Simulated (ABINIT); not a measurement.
Runs of ABINIT 10.8.3 (patched build) on Mg. It takes space group P6_3/mmc (No. 194, hexagonal). The conventional cell has a = 3.209 Å, b = 3.209 Å, c = 5.210 Å, α = 90.00°, β = 90.00°, γ = 120.00°. Around Mg (site symmetry -6m2) lie 12 Mg at 3.20 to 3.21 Å. 

| task | level | potentials or basis | k mesh | cutoff (eV) | fine-grid cutoff | mesh quality | gap on the mesh (eV) | pressure (GPa) | V0 of scaled cells (Å³/atom) | B0 (GPa) |
| --- | --- | --- | --- | --- | --- | --- | --- | --- | --- | --- |
| equation of state | PBE | JTH PAW PBE v2.0 | 10 × 10 × 5 | 517 | 1034.03 eV | not flagged | - | - | 22.98 | (b) |
| band structure | WC | JTH PAW PBE v2.0 | 10 × 10 × 5 | 517 | 1034.03 eV | not flagged | none | -1.3 | - | - |
| band structure | HCTH407 | JTH PAW PBE v2.0 | 10 × 10 × 5 | 517 | 1034.03 eV | not flagged | none | -1.8 | - | - |
| equation of state | RPBE | JTH PAW PBE v2.0 | 10 × 10 × 5 | 517 | 1034.03 eV | not flagged | - | - | 23.73 | 32 |
| band structure | PBE | SG15 NC PBE v1.2 | 10 × 10 × 5 | 1143 | - | not flagged | none | -0.5 | - | - |
| single point | r2SCAN | JTH PAW PBE v2.0 | 10 × 10 × 5 | 626 | 1224.51 eV | not flagged | none | - | - | - |
| band structure | LDA | PseudoDojo NC SR LDA v0.4 stringent | 10 × 10 × 5 | 1143 | - | not flagged | none | -2.3 | - | - |
| single point | PBE | JTH PAW PBE v2.0 | 13 × 13 × 6 | 517 | 1034.03 eV | not flagged | none | -0.8 | - | - |
| single point | PBE | JTH PAW PBE v2.0 | 8 × 8 × 4 | 517 | 1034.03 eV | not flagged | none | (a) | - | - |
| single point | PBE | JTH PAW PBE v2.0 | 4 × 4 × 2 | 517 | 1034.03 eV | coarse | none | (c) | - | - |
| band structure | r2SCAN | JTH PAW LDA v2.0 | 10 × 10 × 5 | 490 | 979.61 eV | not flagged | none | - | - | - |
| band structure | LDA | JTH PAW LDA v2.0 | 10 × 10 × 5 | 408 | 816.342 eV | not flagged | none | - | - | - |

Alike in all rows: no spin polarisation; cell as given; smearing fermi-dirac 0.05 eV.

Problem. Fill in the values left out.

Solution. (a) -0.9; (b) 35; (c) -1.0.

Caveats: some runs use coarse meshes; the PAW data sets were made with another functional, which shifts forces and pressure a little (some runs); pressures at fixed basis lie under the slope of the energies (some runs); the cell was scaled at fixed shape and fractional positions, which overstates the stiffness of a crystal with free parameters, most of all of layers and chains (some runs).

A k mesh can miss the band edges.

A gap of «none» marks a metal or a gap under the smearing width.

Not every run made on this cell is shown here.
